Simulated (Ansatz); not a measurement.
Runs of Ansatz 0.2.0 on BN. The typed cell holds 2 atoms: a = 2.508 Å, b = 2.508 Å, c = 3.274 Å, α = 101.11°, β = 101.11°, γ = 119.81°. The cell comes from a database or a generator and needn't be the stable form of this composition.

| task | level | cell | points for each segment of the path | pressure (GPa) | largest force (eV/Å) |
| --- | --- | --- | --- | --- | --- |
| relaxation of cell and atoms | PBE0 | relaxed | - | 0.0 | - |
| band structure | PBEsol0 | as given | 4 | -3.1 | (b) |
| band structure | B3LYP | as given | 4 | 2.0 | 2.76 |
| band structure | PBE0 | as given | 4 | -0.6 | (a) |

Alike in all rows: potentials or basis Ansatz PAW; no spin polarisation; k mesh 7 × 7 × 5; cutoff (eV) 420; smearing fermi-dirac 0.05 eV; the mesh is coarse, so values aren't converged.

**Question.** Fill in the values left out.

**Answer.** (a) 2.81; (b) 2.82.

Caveats: all runs use coarse meshes; the PAW data sets come from PBE, with cores solved anew for the run's functional, which leaves a small shift of forces and pressure; forces of over 1 eV/Å show positions far from the minimum, so gaps and moduli don't describe the material at rest (some runs); the thresholds are loose for stress (some runs); the plane-wave basis is chosen anew once the cell has moved, so the energies of steps on either side of that aren't comparable (some runs).
